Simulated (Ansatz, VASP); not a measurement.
## LiCl: VASP beside Ansatz

```
CELL_PARAMETERS angstrom
3.72864 0.00000 0.00000
-1.86432 3.22910 0.00000
0.00000 0.00000 6.19823
ATOMIC_POSITIONS crystal
Li 0.66667 0.33333 0.87602
Li 0.33333 0.66667 0.37602
Cl 0.66667 0.33333 0.49898
Cl 0.33333 0.66667 0.99898
```

Change from the starting cell: strain -0.050 along x and y, -0.025 along z, atoms carried along.

Alike in both runs: task single point; functional LDA; k mesh 9 × 9 × 4; occupations gaussian, width 0.05 eV; no spin polarisation.

```csv
,VASP,Ansatz
version,VASP 6.6.1,Ansatz 0.2.0
potentials or method,"VASP PAW LDA potentials, release 64 (Li_sv, Cl)","scalar-relativistic, plane waves, PAW"
plane-wave cutoff (eV),520,420
valence electrons in the cell,20,20
```

|  | VASP | Ansatz | Ansatz less VASP |
| --- | --- | --- | --- |
| gap on the k mesh at the Fermi level (eV) | 5.97 | 5.95 | -0.011 |
| least direct gap on the mesh (eV) | 5.97 | 5.95 | -0.011 |
| rms of the force components (eV/Å) | 0.043 | 0.043 | -0.0006 |

Atom by atom the forces differ by 0.001 eV/Å (rms over components).

Caveats: an odd mesh through Γ misses points on the zone boundary, where band edges often lie.
